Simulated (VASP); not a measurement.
# Mo (Im-3m) in VASP: density of states with PBE

Aim: the density of states of Mo with PBE.

Program: VASP 6.6.1. These are calculated values, not measurements. Logs are shortened: lines on timing, memory, paths and dates and some standing lists are left out, and cuts for length are marked.

### Step 1. The crystal as given

The structure is cubic, space group Im-3m (No. 229). The conventional cell has a = 3.162 Å, b = 3.162 Å, c = 3.162 Å, α = 90.00°, β = 90.00°, γ = 90.00°. Mo (site symmetry m-3m) has 8 Mo at 2.74 Å as nearest neighbours.

### Step 2. Density of states, PBE

Contents of POSCAR:

```
Mo                                      
1.0
   -1.5810582601      1.5810582601      1.5810582601
    1.5810582601     -1.5810582601      1.5810582601
    1.5810582601      1.5810582601     -1.5810582601
  Mo            
     1
Direct
     0.0000000000000000    0.0000000000000000    0.0000000000000000
```

Contents of INCAR.step1:

```
ALGO = Normal ; EDIFF = 1E-7
ENCUT = 520 ; GGA = PE
ISIF = 2 ; ISMEAR = 0
LASPH = True ; LCHARG = True
LMAXMIX = 4 ; LREAL = False
LWAVE = False ; NBANDS = 13
NELM = 60 ; PREC = Accurate
SIGMA = 0.1
```

Contents of KPOINTS.step1:

```
k-points
0
Gamma
  12 12 12
```

Contents of INCAR.step2:

```
ALGO = Normal ; EDIFF = 1E-7
ENCUT = 520 ; GGA = PE
ICHARG = 11 ; ISIF = 2
ISMEAR = -5 ; LASPH = True
LCHARG = False ; LMAXMIX = 4
LORBIT = 11 ; LREAL = False
LWAVE = False ; NBANDS = 13
NEDOS = 2001 ; NELM = 60
PREC = Accurate ; SIGMA = 0.1
```

Contents of KPOINTS.step2:

```
k-points
0
Gamma
  18 18 18
```

Potentials or basis: VASP PAW PBE potentials, release 64 (Mo_sv).

Launch:

```sh
$ cat potpaw_PBE.64/Mo_sv/POTCAR > POTCAR
$ cp INCAR.step1 INCAR
$ cp KPOINTS.step1 KPOINTS
$ mpirun -np 1 vasp_std > vasp.out
$ cp INCAR.step2 INCAR
$ cp KPOINTS.step2 KPOINTS
$ mpirun -np 1 vasp_std > vasp.out
```

OUTCAR:

```text
EDIFF = 1E-7
   ENCUT = 520
   GGA = PE
   ICHARG = 11
   ISIF = 2
   ISMEAR = -5
   LASPH = True
   LORBIT = 11
   LREAL = False
   NELM = 60
   PREC = Accurate

 ion  position               nearest neighbor table
   1  0.000  0.000  0.000-

  LATTYP: Found a body centered cubic cell.
 ALAT       =     3.1621165202

  Lattice vectors:

 A1 = (  -1.5810582601,   1.5810582601,   1.5810582601)
 A2 = (   1.5810582601,  -1.5810582601,   1.5810582601)
 A3 = (   1.5810582601,   1.5810582601,  -1.5810582601)

Analysis of symmetry for initial positions (statically):
=====================================================================
 Subroutine PRICEL returns:
 Original cell was already a primitive cell.

 Routine SETGRP: Setting up the symmetry group for a
 body centered cubic supercell.

 Subroutine GETGRP returns: Found 48 space group operations
 (whereof 48 operations were pure point group operations)
 out of a pool of 48 trial point group operations.

The static configuration has the point symmetry O_h .

Analysis of symmetry for dynamics (positions and initial velocities):
=====================================================================
 Subroutine PRICEL returns:
 Original cell was already a primitive cell.

 Routine SETGRP: Setting up the symmetry group for a
 body centered cubic supercell.

 Subroutine GETGRP returns: Found 48 space group operations
 (whereof 48 operations were pure point group operations)
 out of a pool of 48 trial point group operations.

The dynamic configuration has the point symmetry O_h .

 Subroutine INISYM returns: Found 48 space group operations
 (whereof 48 operations are pure point group operations),
 and found     1 'primitive' translations

----------------------------------------------------------------------------------------

                                     Primitive cell

  volume of cell :      15.8090

  direct lattice vectors                    reciprocal lattice vectors
    -1.581058260  1.581058260  1.581058260     0.000000000  0.316243881  0.316243881
     1.581058260 -1.581058260  1.581058260     0.316243881  0.000000000  0.316243881
     1.581058260  1.581058260 -1.581058260     0.316243881  0.316243881  0.000000000

  length of vectors
     2.738473236  2.738473236  2.738473236     0.447236385  0.447236385  0.447236385

  position of ions in fractional coordinates (direct lattice)
     0.000000000  0.000000000  0.000000000

  ion indices of the primitive-cell ions
   primitive index   ion index
                 1           1

----------------------------------------------------------------------------------------

 KPOINTS: k-points

Automatic generation of k-mesh.
 Grid dimensions read from file:
 generate k-points for:   18   18   18

 Generating k-lattice:

  Cartesian coordinates                     Fractional coordinates (reciprocal lattice)
     0.000000000  0.017569104  0.017569104     0.055555556  0.000000000  0.000000000
     0.017569104  0.000000000  0.017569104     0.000000000  0.055555556  0.000000000
     0.017569104  0.017569104  0.000000000     0.000000000  0.000000000  0.055555556

  Length of vectors
     0.024846466  0.024846466  0.024846466

  Shift w.r.t. Gamma in fractional coordinates (k-lattice)
     0.000000000  0.000000000  0.000000000

 TETIRR: Found   6794 inequivalent tetrahedra from    34992

 Subroutine IBZKPT returns following result:
 ===========================================

 Found    195 irreducible k-points:

 Following reciprocal coordinates:
            Coordinates               Weight
  0.000000  0.000000  0.000000      1.000000
  0.055556  0.000000  0.000000     12.000000
  0.111111  0.000000  0.000000     12.000000
  0.166667  0.000000  0.000000     12.000000
  0.222222  0.000000  0.000000     12.000000
  0.277778  0.000000  0.000000     12.000000
[... 16 lines left out ...]
  0.333333  0.111111  0.000000     48.000000
  0.388889  0.111111  0.000000     48.000000
 [... further k-points ...]
   k-points           NKPTS =    195   k-points in BZ     NKDIM =    195   number of bands    NBANDS=     13
   number of dos      NEDOS =   2001   number of ions     NIONS =      1
   total plane-waves  NPLWV =   8000
   dimension x,y,z NGX =    20 NGY =   20 NGZ =   20
   dimension x,y,z NGXF=    40 NGYF=   40 NGZF=   40
   ions per type =               1
   NGX,Y,Z   is equivalent  to a cutoff of  12.14, 12.14, 12.14 a.u.
   NGXF,Y,Z  is equivalent  to a cutoff of  24.28, 24.28, 24.28 a.u.
 SYSTEM =  unknown system
   PREC   = accura    normal or accurate (medium, high low for compatibility)
   ISTART =      0    job   : 0-new  1-cont  2-samecut
   ICHARG =     11    charge: 1-file 2-atom 10-const
   ISPIN  =      1    spin polarized calculation?
   LNONCOLLINEAR =      F non collinear calculations
   LSORBIT =      F    spin-orbit coupling
   LASPH  =      T    aspherical Exc in radial PAW
   ENCUT  =  520.0 eV  38.22 Ry    6.18 a.u.   5.09  5.09  5.09*2*pi/ulx,y,z
   NELM   =     60;   NELMIN=  2; NELMDL=  0     # of ELM steps
   EDIFF  = 0.1E-06   stopping-criterion for ELM
   LREAL  =      F    real-space projection
   EDIFFG = 0.1E-05   stopping-criterion for IOM
   NSW    =      0    number of steps for IOM
   IBRION =     -1    ionic relax: 0-MD 1-quasi-New 2-CG
   NFREE  =      0    steps in history (QN), initial steepest desc. (CG)
   ISIF   =      2    stress and relaxation
   ISYM   =      2    0-nonsym 1-usesym 2-fastsym
   POTIM  = 0.5000    time-step for ionic-motion
   TEBEG  =    0.0;   TEEND  =   0.0 temperature during run
   PSTRESS=    0.0 pullay stress
   NELECT =      14.0000    total number of electrons
   NUPDOWN=      -1.0000    fix difference up-down
   EMIN   =  10.00;   EMAX   =-10.00  energy-range for DOS
   EFERMI =   0.00;   METHOD = LEGACY
   ISMEAR =    -5;   SIGMA  =   0.10  broadening in eV -4-tet -1-fermi 0-gaus
   EFERMI_NEDOS =   21; number of points for ismear=-14 and -15
   IALGO  =     38    algorithm
   IMIX   =      4    mixing-type and parameters
     AMIX     =   0.40;   BMIX     =  1.00
     AMIX_MAG =   1.60;   BMIX_MAG =  1.00
  volume/ion in A,a.u.               =      15.81       106.68
  Fermi-wavevector in a.u.,A,eV,Ry     =   1.572110  2.970857 33.627212  2.471530
  Thomas-Fermi vector in A             =   2.673594
   LORBIT       =     11    0 simple, 1 ext, 2 COOP (PROOUT), +10 PAW based schemes
   GGA     = PE    functional components
   LHFCALC =     F    Hartree Fock is set to
   AEXX    =    0.0000 exact exchange contribution
   IVDW    =     0    specifies the selected vdW correction
   LEPSILON=     F    determine dielectric tensor
   LRPA    =     F    only Hartree local field effects (RPA)
 non-spin polarized calculation
 Fermi weights with tetrahedron method with Bloechl corrections
  energy-cutoff  :      520.00
  volume of cell :       15.81
 maximum number of plane-waves:       438

 number of electron      14.0000004 magnetization

 Free energy of the ion-electron system (eV)
  ---------------------------------------------------
  ext. energy  EPLUGINS =         0.00000000
  ---------------------------------------------------
  free energy    TOTEN  =       -10.93493048 eV

  energy without entropy =      -10.93493048  energy(sigma->0) =      -10.93493048

 E-fermi :  12.4359     XC(G=0): -13.3266

 val. band max:       12.5144976259   @ k =   0.3889   0.1111   0.0556
 cond. band min:      12.3523227043   @ k =  -0.1667   0.1667   0.1111
 fundamental gap:     -0.1621749216
 Fermi energy:        12.4359272100

 k-point     1 :       0.0000    0.0000    0.0000
  band No.  band energies     occupation
      1     -48.8656      2.00000
      2     -22.1574      2.00000
      3     -22.1574      2.00000
      4     -22.1574      2.00000
      5       5.2144      2.00000
      6      11.0717      2.00000
      7      11.0717      2.00000
      8      11.0717      2.00000
      9      14.0551      0.00000
     10      14.0551      0.00000
     11      27.2275      0.00000
     12      27.2275      0.00000
     13      27.2275      0.00000

 k-point     2 :       0.0556    0.0000    0.0000
  band No.  band energies     occupation
      1     -48.8581      2.00000
      2     -22.2010      2.00000
      3     -22.1709      2.00000
      4     -22.1577      2.00000
      5       5.3499      2.00000
      6      10.9954      2.00000
      7      11.0597      2.00000
      8      11.1981      2.00000
      9      13.9417      0.00000
     10      14.0570      0.00000
     11      27.3291      0.00000
     12      27.4553      0.00000
     13      27.4927      0.00000

 k-point     3 :       0.1111    0.0000    0.0000
  band No.  band energies     occupation
      1     -48.8365      2.00000
      2     -22.3254      2.00000
      3     -22.2095      2.00000
      4     -22.1586      2.00000
      5       5.7371      2.00000
      6      10.7836      2.00000
      7      11.0061      2.00000
      8      11.5719      2.01472
      9      13.6911      0.00000
     10      14.0679      0.00000
     11      27.5707      0.00000
     12      28.1195      0.00000
     13      28.1492      0.00000
[... 305 lines left out ...]
 k-point    23 :       0.3333    0.1111    0.0000
  band No.  band energies     occupation
      1     -48.6337      2.00000
      2     -23.3306      2.00000
      3     -22.5812      2.00000
      4     -22.2249      2.00000
      5       7.6950      2.00000
      6       9.3453      2.00000
      7      11.7840      2.04266
      8      13.8362      0.00000
      9      14.8246      0.00000
     10      16.8578      0.00000
     11      24.9568      0.00000
     12      25.7987      0.00000
     13      30.1744      0.00000

 k-point    24 :       0.3889    0.1111    0.0000
  band No.  band energies     occupation
      1     -48.6126      2.00000
      2     -23.4244      2.00000
      3     -22.6262      2.00000
      4     -22.2268      2.00000
      5       7.5639      2.00000
      6       9.2198      2.00000
      7      12.4089      1.34401
      8      13.9552      0.00000
      9      15.0706      0.00000
     10      17.7214      0.00000
     11      23.9757      0.00000
     12      25.1497      0.00000
     13      29.2699      0.00000

 [... further k-points ...]

------------------------ aborting loop because EDIFF is reached ----------------------------------------

  FORCE on cell =-STRESS in cart. coord.  units (eV):
  Direction    XX          YY          ZZ          XY          YZ          ZX
  --------------------------------------------------------------------------------------
  -------------------------------------------------------------------------------------
  Total       -0.0463936     -0.0463936     -0.0463936     -0.0000000     -0.0000000      0.0000000
  in kB       -4.7018114     -4.7018114     -4.7018114     -0.0000000     -0.0000000      0.0000000
  external PRESSURE =      -4.7018114 kB  Pullay stress =       0.0000000 kB

 VOLUME and BASIS-vectors are now :
 -----------------------------------------------------------------------------
  energy-cutoff  :      520.00
  volume of cell :       15.81
      direct lattice vectors                 reciprocal lattice vectors
    -1.581058260  1.581058260  1.581058260     0.000000000  0.316243881  0.316243881
     1.581058260 -1.581058260  1.581058260     0.316243881  0.000000000  0.316243881
     1.581058260  1.581058260 -1.581058260     0.316243881  0.316243881  0.000000000

 POSITION                                       TOTAL-FORCE (eV/Angst)
 -----------------------------------------------------------------------------------
      0.00000      0.00000      0.00000         0.000000     -0.000000      0.000000
 -----------------------------------------------------------------------------------
    total drift:                                0.000000     -0.000000      0.000000

  FREE ENERGIE OF THE ION-ELECTRON SYSTEM (eV)
  ---------------------------------------------------
  free  energy   TOTEN  =       -10.9349304839 eV

  energy  without entropy=      -10.9349304839  energy(sigma->0) =      -10.93493048

 total charge

# of ion       s       p       d       tot
------------------------------------------
    1        2.378   6.204   3.888  12.471
```

Run time: 19 s. Hardware: 1 thread of Intel Xeon Platinum 8559C (Emerald Rapids), shared host; peak memory 0.16 GiB.

Results:

| Property | Result |
| --- | --- |
| Valence electrons inside the program's atomic spheres | Mo 12.47 |

States per cell in windows of 1 eV (zero at the Fermi level; states under -8 eV left out):
```
from (eV)  total  Mo1_d  Mo1_p  Mo1_s
     -8.0   0.00   0.00   0.00   0.00
     -7.0   0.06   0.00   0.00   0.03
     -6.0   0.24   0.07   0.01   0.07
     -5.0   1.25   0.69   0.04   0.17
     -4.0   1.20   0.84   0.04   0.05
     -3.0   1.32   1.00   0.05   0.01
     -2.0   1.41   0.94   0.10   0.04
     -1.0   0.52   0.34   0.05   0.01
      0.0   0.97   0.78   0.03   0.01
      1.0   1.42   1.26   0.02   0.01
      2.0   1.56   1.40   0.03   0.02
      3.0   0.68   0.57   0.03   0.02
      4.0   0.34   0.25   0.03   0.02
      5.0   0.28   0.17   0.04   0.02
      6.0   0.26   0.13   0.05   0.02
      7.0   0.23   0.11   0.05   0.01
```

Caveat: tetrahedron occupations give inexact forces and stress in metals.
